## How far a pseudopotential carries a spin it was never shown

A pseudopotential is built to reproduce one atomic state, here a boron atom in the local density approximation with no magnetic moment. The table lists seven tests in which only the valence occupations change, and two in which the atom is allowed a moment. The task is to foresee those two from the seven and from the physics of exchange.

Boron pseudopotential tests with ld1.x 7.5: LDA (Perdew-Zunger), non-relativistic, ultrasoft, [He] core, radii 1.4 (s), 1.95 (p) and 1.5 bohr (d), sine-form core correction within 1.3 bohr. Excitation energies are relative to the unpolarised reference 2s1.75 2p1.25, and errors are all-electron minus pseudo-atom. Spin-polarised tests follow Hund's rule.

| test configuration | test spin polarised | excitation energy all-electron (eV) | excitation error (meV) |
| --- | --- | --- | --- |
| 2s2 2p1 | no | -1.4169 | 0.5714 |
| 2s2 2p0 | no | 6.9120 | 12.49 |
| 2s1 2p0 | no | 32.209 | 68.42 |
| 2s2 2p1.3 | no | -2.1898 | 0.2993 |
| 2s0 2p3 | no | 9.9714 | 28.40 |
| 2s1 2p2 | no | 4.2627 | 5.279 |
| 2s1 2p1 | no | 12.861 | 1.823 |
| 2s1.75 2p1.25 | yes | ? | ? |
| 2s2 2p1 | yes | ? | ? |

The excitation energy is the all-electron energy of the test configuration measured from the unpolarised reference 2s$^{1.75}$2p$^{1.25}$. That reference is not the ground configuration, so 2s²2p¹ lies below zero and the first ionisation from it costs $6.9120+1.4169=8.329$ eV. The excitation error $\delta$ is the all-electron value minus the pseudo-atom's value. The seven known rows are spherical atoms with zero moment imposed, so 2s¹2p² is not the ⁴P term, and the row with charge $-0.3$ is not an electron affinity.

### What the unpolarised rows teach

By Janak's theorem the derivative of the energy with respect to an occupation is the orbital eigenvalue. The pseudo-atom is constructed to have the all-electron eigenvalues at the reference, so $\delta$ has no term linear in the changes $\Delta s$ and $\Delta p$ of the occupations, and its leading part is

$$\delta \approx A\,\Delta s^2 + 2B\,\Delta s\,\Delta p + C\,\Delta p^2 .$$

The missing linear term is built in. What the data can show is how far the quadratic term suffices. Along the neutral line, where $\Delta s=-\Delta p$, it suffices well: $\delta/\Delta p^2$ stays between 9.1 and 9.4 meV per electron squared while $|\Delta p|$ grows sevenfold. The small error of 2s²2p¹ thus reflects its closeness to the reference.

Off that line the form is weaker. Fitted to the six rows with charge up to $+1$, it misses the neutral rows by 4 % or less of the tabulated error, but 2s²2p⁰ by 9.9 %, 2s¹2p¹ by 19 % and 2s²2p$^{1.3}$ by 32 %. The dication, left out because its orbitals contract most, has an error five times as large as the form gives. Three correlated constants from six rows carry no separate meaning. All seven errors are positive; freezing the core would normally push the pseudo-atom's energies up and $\delta$ negative, so it is probably not the main cause.

For the withheld rows this supplies only baselines: zero energy and zero error for the reference occupations, $-1.4169$ eV and 0.57 meV for 2s²2p¹. Nothing in the seven rows depends on a moment.

### The energy gained by polarising

Let $n$ be the electron density, $m$ the difference of up and down densities and $\zeta=m/n$. Local exchange multiplies the unpolarised energy density $-\tfrac34(3/\pi)^{1/3}n^{4/3}$ (hartree units) by $\tfrac12[(1+\zeta)^{4/3}+(1-\zeta)^{4/3}]\approx 1+\tfrac29\zeta^2$. The gain is therefore

$$\Delta E_x \approx -\tfrac16\left(\tfrac3\pi\right)^{1/3}\int m^2\,n^{-2/3}\,d^3r ,$$

and correlation, which already keeps opposite spins apart, takes part of it back. If 2s and 2p had the same radial shape, $m$ would be the total moment $M$ times that shape, and

$$E_{\rm pol}=E_{\rm unpol}-\tfrac14 I M^2 .$$

The Stoner parameter $I$ must come from outside the table. A rough recalled size for boron is $1.0\pm0.2$ eV; frozen Slater orbitals with exponents 1.1 and 1.3 in the same functional give about 1.0 and 1.2 eV, a check of size only. Hund filling gives $M=1$ for 2s²2p¹. For the reference occupations it puts all 1.25 p electrons up and splits the s shell into 1 up and 0.75 down, so $M=1.5$. Worked for that row: $M^2/4=0.5625$, hence $E=0-1.0\times0.5625=-0.56$ eV with a bar of $0.2\times0.5625=0.11$ eV. This assumes the zero of energy stays the unpolarised atom; were it polarised too, the row would read zero.

### The error in that gain

The weight $n^{-2/3}$ contains the core. Where the 1s density is large it dilutes $\zeta$, and spin density there earns little. The core correction restores this dilution only outside its radius and replaces it inside by a smooth sine form. At 1.3 bohr the boron 1s density has nearly died away, so the model core of this potential holds only 0.03 of the two core electrons (0.014 in the Slater picture). The pseudo-atom should then gain too much, which makes $\delta$ positive. The rough estimate is $4\pm3$ % of the spin energy, in line with the 3.5 to 5.3 % of the Slater picture, added to the baseline error. Smoothing of the valence and augmentation densities could reduce or reverse it, so this forecast, sign included, is much weaker than the energy forecast.

The forecasts are $-0.56\pm0.11$ eV and $+22\pm17$ meV for polarised 2s$^{1.75}$2p$^{1.25}$, and $-1.67\pm0.05$ eV and $+11\pm8$ meV for polarised 2s²2p¹. The ratio of the two spin energies, in which $I$ cancels, should fall between 2.1 and 2.5; pure $M^2$ counting gives 2.25, an unpolarised s shell 1.56. Both errors should far exceed their baselines, the first being the larger.

The withheld rows as computed:

| test configuration | test spin polarised | excitation energy all-electron (eV) | excitation error (meV) |
| --- | --- | --- | --- |
| 2s1.75 2p1.25 | yes | -0.56189 | 53.46 |
| 2s2 2p1 | yes | -1.6519 | 25.28 |

### Hits and misses

Both energies fall inside their bars. The first agrees to a millielectronvolt, which is luck given a 20 % bar on $I$; the second misses by 0.015 eV. The spin energies are 0.562 and 0.235 eV, and their ratio of 2.39 lies in the forecast range and far from 1.56, so the s shell does carry its quarter of a moment. The ratio also exceeds 2.25: the implied $I$ is 1.00 eV for the first row and 0.94 eV for the second. A single $I$ assumes equal radial shapes, whereas the 2s orbital of boron is the more compact, and a compact moment pays more. That is a plausible source of the excess, but two rows cannot separate it from orbital relaxation or terms beyond $\zeta^2$.

The error forecasts have the right sign and order and the wrong size. The computed 53.5 and 25.3 meV lie 1.8 and 2.0 bars above the forecasts. After the baselines are removed, the pseudo-atom over-gains by 9.5 and 10.5 % of the all-electron spin energy, two to three times what the Slater picture gave. The numbers do show that this is a nearly fixed fraction: the spin parts of the error stand in the ratio 2.16, close to $M^2$ counting, as expected of an error in the exchange integral if the moments have similar radial shapes. That the missing core is the cause remains an argument. The shortfall of the crude model has candidate reasons, all guesses: a single exponential places too little 2p density near the nucleus, a nodeless 2s lacks the inner lobe that adds to $n$ there, and frozen orbitals cannot respond to the stronger exchange field. The row-by-row figures are in the output printed after this section.

The comparison within the table is the lesson. Polarising the ground configuration changes the energy by a quarter of an electronvolt and costs about as much accuracy as promoting to 2s⁰2p³, ten electronvolts above the reference, at 28.4 meV. The missing core is not absent from the unpolarised rows. To second order, local exchange treats a change of density like a moment of the same shape, with the same weight $n^{-2/3}$, so it pushes those errors positive too and is a likely part of their common sign. They probably stay smaller per electron because the s and p changes partly cancel along the neutral line, and because the Hartree potential, which is linear in the density, makes the remaining orbitals relax against a change of charge. A moment carries no charge, so its energy comes from exchange and correlation, where the core enters nonlinearly.

For carbon and nitrogen the Hund moment rises to 2 and 3 and the 2p orbital contracts, so the spin energy should grow faster than $M^2$, and a core correction equally far outside the 1s shell should give errors that grow with it. Aluminium, with more diffuse 3s and 3p orbitals, should have a smaller $I$, but its larger core overlaps the valence more and should make the core correction matter more, with or without spin.

A cohesive energy subtracts a polarised free atom from a solid that is often non-magnetic, so a spin error of this kind has no counterpart to cancel against, although atomic tests do not fix the error in the solid. The settings of this potential were drawn at random and not optimised, so the size of its spin error says nothing about boron potentials in general. Test a potential with a moment as well as with changed occupations, and check that the core-correction radius lies where the core density is still comparable to the valence density.

Printed output of the fit:

```
rounding floor: energies 0.05-0.5 meV, errors 0.00005-0.005 meV
neutral 2s2 2p1: E/dp 5.668 eV/e, error/dp^2 9.14 meV/e^2
neutral 2s0 2p3: E/dp 5.698 eV/e, error/dp^2 9.27 meV/e^2
neutral 2s1 2p2: E/dp 5.684 eV/e, error/dp^2 9.38 meV/e^2
neutral log-log exponent 2.008; spread of error/dp^2 2.6 %
quadratic form (charge<=+1, relative weights): A 2.87, B 0.28, C 7.19 meV/e^2
2s2 2p1    q=+0.0 error   0.571 fit   0.594 meV, rel +4.0 %, table/fit 0.96
2s2 2p0    q=+1.0 error  12.490 fit  11.248 meV, rel -9.9 %, table/fit 1.11
2s1 2p0    q=+2.0 error  68.420 fit  13.372 meV, rel -80.5 %, table/fit 5.12 (left out)
2s2 2p1.3  q=-0.3 error   0.299 fit   0.204 meV, rel -31.8 %, table/fit 1.47
2s0 2p3    q=+0.0 error  28.400 fit  29.129 meV, rel +2.6 %, table/fit 0.97
2s1 2p2    q=+0.0 error   5.279 fit   5.350 meV, rel +1.4 %, table/fit 0.99
2s1 2p1    q=+1.0 error   1.823 fit   2.167 meV, rel +18.9 %, table/fit 0.84
crude sine core holds 0.014 of 2 core electrons
Slater zeta 1.3, M=1.0: spin energy -0.294 eV, I 1.18 eV, over-gain with sine core 5.2 %
Slater zeta 1.3, M=1.5: spin energy -0.671 eV, I 1.19 eV, over-gain with sine core 5.3 %
Slater zeta 1.1, M=1.0: spin energy -0.241 eV, I 0.97 eV, over-gain with sine core 3.5 %
Slater zeta 1.1, M=1.5: spin energy -0.550 eV, I 0.98 eV, over-gain with sine core 3.5 %
forecast inputs: I 1.0+-0.2 eV (rough, recalled), error fraction 4+-3 % (rough)
-- 2s1.75 2p1.25 polarised, Hund M=1.50, baselines 0.0000 eV, 0.000 meV
energy forecast -0.56+-0.11 eV, computed -0.5619, miss +0.001 eV (0.01 bars)
error forecast +22.5+-16.9 meV, computed +53.460, miss +31.0 meV (1.83 bars)
spin energy -0.5619 eV, implied I 0.999 eV, spin part of error +53.460 meV = +9.51 % of it
-- 2s2 2p1 polarised, Hund M=1.00, baselines -1.4169 eV, 0.571 meV
energy forecast -1.67+-0.05 eV, computed -1.6519, miss +0.015 eV (0.30 bars)
error forecast +10.6+-7.5 meV, computed +25.280, miss +14.7 meV (1.96 bars)
spin energy -0.2350 eV, implied I 0.940 eV, spin part of error +24.709 meV = +10.51 % of it
spin-energy ratio computed 2.391; forecast 2.1-2.5; M^2 2.25; p only 1.56
ratio of spin parts of the error 2.164
```
